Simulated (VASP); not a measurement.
HgSe: relaxation of cell and atoms with PBEsol

The system is HgSe.

```
Hg Se
1.0
     0.00000    3.03900    3.03900
     3.03900    0.00000    3.03900
     3.03900    3.03900    0.00000
Hg Se
1 1
Direct
  0.00000 0.00000 0.00000
  0.25000 0.25000 0.25000
```

| Quantity | Value |
| --- | --- |
| Program | VASP 6.6.1 |
| Task | relaxation of cell and atoms |
| Functional | PBEsol |
| Potentials or basis | VASP PAW PBE potentials, release 64 (Hg, Se) |
| Cutoff | 600 eV |
| k mesh | 10 × 10 × 10 |
| Occupations | gaussian, width 0.03 eV |
| Spin | no spin polarisation |
| Further INCAR settings | ALGO = Normal; EDIFF = 1e-06; IBRION = 2; EDIFFG = -0.01; NSW = 90; ISIF = 3 |

```yaml
Relaxed_volume: 29.01 Å³/atom
Relaxed_cell: a = 4.346 Å, b = 4.346 Å, c = 4.346 Å, α = 60.00°, β = 60.00°, γ = 60.00°
Space_group_after_relaxing_to_0.05_Å: F-43m (No. 216)
Energy_gained_by_relaxing: 5.3 meV/atom
Ionic_steps: 3
Pressure_after_relaxing: 0.0 GPa
Band_gap_on_the_k_mesh: none (metal or under the smearing width)
```

The path:
| step | energy change (eV) | largest force (eV/Å) | pressure (GPa) | volume (Å³) |
| --- | --- | --- | --- | --- |
| 1 | 0.0000 | 0.0000 | 1.85 | 56.13 |
| 2 | -0.0090 | 0.0000 | -0.67 | 58.81 |
| 3 | -0.0106 | 0.0000 | 0.00 | 58.03 |

Final structure:
```xyz
2
Lattice="0.0000 3.0728 3.0728 3.0728 0.0000 3.0728 3.0728 3.0728 0.0000" Properties=species:S:1:pos:R:3 pbc="T T T"
Hg    0.0000    0.0000    0.0000
Se    1.5364    1.5364    1.5364
```

Levels at points of the mesh, in eV from the Fermi level:
| k point | band 7 | band 8 | band 9 | band 10 | band 11 | band 12 |
| --- | --- | --- | --- | --- | --- | --- |
| (0.00, 0.00, 0.00) | -1.08 | -0.01 | -0.01 | -0.01 | 5.45 | 5.45 |
| (0.50, 0.00, 0.00) | -5.37 | -0.93 | -0.93 | 1.02 | 6.18 | 6.18 |
| (0.50, 0.50, 0.00) | -4.99 | -2.21 | -2.21 | 2.68 | 2.93 | 8.25 |

It took 26 s on 4 MPI ranks on Intel(R) Xeon(R) Platinum 8559C (Emerald Rapids), with other jobs on the host, peak memory 0.23 GiB a rank.

Caveat: the PAW data sets were made with another functional, which shifts forces and pressure a little. Zero-point motion and thermal expansion aren't in these numbers.
